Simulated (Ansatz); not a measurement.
Write the native input for Ansatz 0.2.0 that does the following.

```yaml
Task: single point
Functional: PBE0 form with a typed share of exact exchange
Potentials_or_basis: Ansatz PAW
Cutoff: "420 eV (not typed: the program's choice for these potentials)"
k_mesh: 4 × 4 × 4
Occupations: fermi-dirac, width 0.05 eV
Spin: no spin polarisation
Share_of_exact_exchange: 0.35
```

The system is Sb.

```
Sb
1.0
     2.15420    1.24373    3.75800
    -2.15420    1.24373    3.75800
     0.00000   -2.48746    3.75800
Sb
2
Direct
  0.76651 0.76651 0.76651
  0.23349 0.23349 0.23349
```

The input as run:

input.yaml

```yaml
crystal:
  lattice:
    - [2.1542, 1.2437279499, 3.758]
    - [-2.1542, 1.2437279499, 3.758]
    - [0.0, -2.4874558998, 3.758]
  atoms:
    - { symbol: Sb, position: [0.76651, 0.76651, 0.76651] }
    - { symbol: Sb, position: [0.23349, 0.23349, 0.23349] }
hamiltonian:
  xc: { exchange: pbe, correlation: pbe, exx: { coeff: 0.35 } }
  pseudopotentials: { kind: paw }
kpoints:
  mp_grid: { grid: [4, 4, 4] }
scf:
  occupations: { method: fermi_dirac, width: 0.05 }
output:
  forces: true
  stress: true
  eigenvalues: true
```

Potentials or basis: Ansatz PAW.

Launch:

```bash
$ ansatz run input.yaml --threads 2 --pin off --max-ram 5632MiB --backend cpu --events-out ev --progress --plain --runs-dir out
```

It gave:

```
Pressure               : 0.0 GPa
Largest force          : 0.544 eV/Å
Band gap on the k mesh : 1.04 eV, indirect (least direct gap 1.28 eV)
```

Caveat: the k mesh is coarse (spacing up to 0.44 Å⁻¹), so the values aren't converged, least of all with exact exchange; spin-orbit coupling is left out, which moves the levels of the heavy elements; the PAW data sets come from PBE, with cores solved anew for the run's functional, which leaves a small shift of forces and pressure; the thresholds are loose for stress.

It took 17 s on 2 threads of Arm Neoverse V1 (shared host), peak memory 0.72 GiB.
